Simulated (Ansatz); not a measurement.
NbC: course of a relaxation

Computed with DFT PBE, scalar-relativistic, plane waves, PAW (Ansatz 0.2.0). (420 eV cutoff, 16×16×16 k-mesh, Gaussian smearing of 0.10 eV, no spin polarisation)

What was changed in ZrN: N → C, Zr → Nb on all its sites, cell and atoms relaxed.

Command:

```bash
ansatz run input.yaml --threads 1 --pin off --max-ram 2560MiB --backend cpu --events-out ev --progress --plain --runs-dir out
```

Input:

```yaml
crystal:
  lattice:
    - [0.0, 2.2599693048, 2.2599693048]
    - [2.2599693048, 0.0, 2.2599693048]
    - [2.2599693048, 2.2599693048, 0.0]
  atoms:
    - { symbol: Nb, position: [0.5, 0.5, 0.5] }
    - { symbol: C, position: [0.0, 0.0, 0.0] }
basis:
  ecutwfc: 420
kpoints:
  mp_grid: { grid: [16, 16, 16] }
hamiltonian:
  xc: pbe
scf:
  occupations: { method: gaussian, width: 0.1 }
output:
  forces: true
  stress: true
  eigenvalues: true
relax:
  adjacent_minimum: "off"
  f_tol: 0.01
  max_steps: 60
  cell: { stress_tol: 0.1 }
```

F is the free energy. Steps run on the plane waves of an earlier cell, but the last one, and at times one on the way, on a freshly chosen basis, so a repeated geometry can differ a little in energy.

Steps:

```csv
step,F − F(1) (eV),largest force component (eV/Å),V (Å³/atom),P (GPa)
1,0.0000,0.000,11.543,-6.65
2,-0.0085,0.000,11.128,4.19
3,-0.0119,0.000,11.284,-0.15
4,-0.0119,0.000,11.279,0.00
5,-0.0113,0.000,11.279,-0.04
```

Relaxed structure:

```xyz
2
Lattice="0.0000 2.2426 2.2426 2.2426 0.0000 2.2426 2.2426 2.2426 0.0000" Properties=species:S:1:pos:R:3 pbc="T T T"
Nb    2.2426    2.2426    2.2426
C     0.0000    0.0000    0.0000
```

The structure is cubic, space group Fm-3m (No. 225). The conventional cell has a = 4.485 Å, b = 4.485 Å, c = 4.485 Å, α = 90.00°, β = 90.00°, γ = 90.00°. Around Nb (site symmetry m-3m) lie 6 C at 2.24 Å. Around C (site symmetry m-3m) lie 6 Nb at 2.24 Å.

The run converged. The run took 12 s on 1 thread of Arm Neoverse V2, on a shared host, peak memory 0.33 GiB.